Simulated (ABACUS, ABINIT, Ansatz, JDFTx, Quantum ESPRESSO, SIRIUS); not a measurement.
## One calculation of Pt, 7 ways

```
CELL_PARAMETERS angstrom
0.00000 1.96090 1.96090
1.96090 0.00000 1.96090
1.96090 1.96090 0.00000
ATOMIC_POSITIONS crystal
Pt 0.00000 0.00000 0.00000
```

Alike in all runs: task single point; functional PBE; k mesh 12 × 12 × 12; occupations fermi-dirac, width 0.05 eV; no spin polarisation; no spin-orbit coupling. Pressure is positive in compression and, in plane waves, holds the error of the finite cutoff, which Ansatz's Pulay term estimates and takes out.

```csv
program and potentials,plane-wave cutoff (eV),notes,band gap (eV),pressure (GPa)
"Ansatz, Ansatz PAW (earlier soft set)",420,18 valence electrons an atom on average; Pulay term of +0.08 GPa included,no gap,10.23
"Ansatz, all-electron LAPW, scalar-relativistic",-,-,no gap,10.22
"SIRIUS, PseudoDojo 0.4.1 PBE standard (scalar relativistic)",1152,18 valence electrons an atom on average,no gap,9.67
"JDFTx, PseudoDojo-SR-PBE-0.5-standard",1143,18 valence electrons an atom on average,no gap,9.67
"ABINIT, JTH PAW PBE v2.0",435,10 valence electrons an atom on average,no gap,11.11
"ABACUS, PseudoDojo NC SR 0.4.1 PBE standard, plane waves",1143,18 valence electrons an atom on average,no gap,9.70
"Quantum ESPRESSO, SSSP 1.3 efficiency PBE",748,16 valence electrons an atom on average,?,?
```

Q: Estimate from the other rows what the run with Quantum ESPRESSO, SSSP 1.3 efficiency PBE gave.

A: No band gap; pressure 9.44 GPa. The other rows, which needn't bracket it: pressure 9.67 to 11.11.
